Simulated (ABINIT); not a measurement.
# BaTiO3 in ABINIT: convergence with nband

The system is BaTiO3.

```
Ba Ti O
1.0
     4.53388   -2.93796   -2.84449
    -4.17915   -2.17324    2.57872
    -4.67624    2.67138   -2.77803
Ba Ti O
2 2 6
Direct
  0.99294 0.49864 0.49912
  0.99812 0.99664 0.00014
  0.49527 0.25090 0.73929
  0.49333 0.75158 0.24081
  0.51082 0.50216 0.01063
  0.51041 0.00231 0.50870
  0.49548 0.49574 0.49913
  0.49557 0.99266 0.99920
  0.01119 0.00687 0.50887
  0.00442 0.50250 0.00167
```

| Item | Value |
| --- | --- |
| Program | ABINIT 10.8.3 (patched build) |
| Task | single point |
| Functional | LDA |
| Potentials or basis | JTH PAW LDA v2.0 |
| Cutoff | 626 eV |
| k mesh | 4 × 4 × 3 |
| Occupations | methfessel-paxton, width 0.05 eV |
| Spin | no spin polarisation |

These are the settings of the first run; the series varies nband, with any setting tied to it.

Hardware: 4 MPI ranks on Arm Neoverse V2 (shared host).

| nband | energy less the tightest run (meV/atom) | SCF cycles | CPU time (s) |
| --- | --- | --- | --- |
| 41 | -0.01 | 23 | 490 |
| 42 | -0.01 | 22 | 500 |
| 43 | -0.01 | 19 | 450 |
| 45 | -0.01 | 19 | 470 |
| 48 | -0.01 | 19 | 500 |
| 52 | -0.01 | 18 | 540 |
| 58 | 0.00 | 17 | 550 |

Against the tightest run, the energy stays within 1 meV/atom from 41 on. The tightest run that finished is the yardstick and may itself not be fully converged.

Caveat, for the tightest run too: the k mesh is coarse (spacing up to 0.43 Å⁻¹), so the values aren't converged; the atomic spheres overlap.
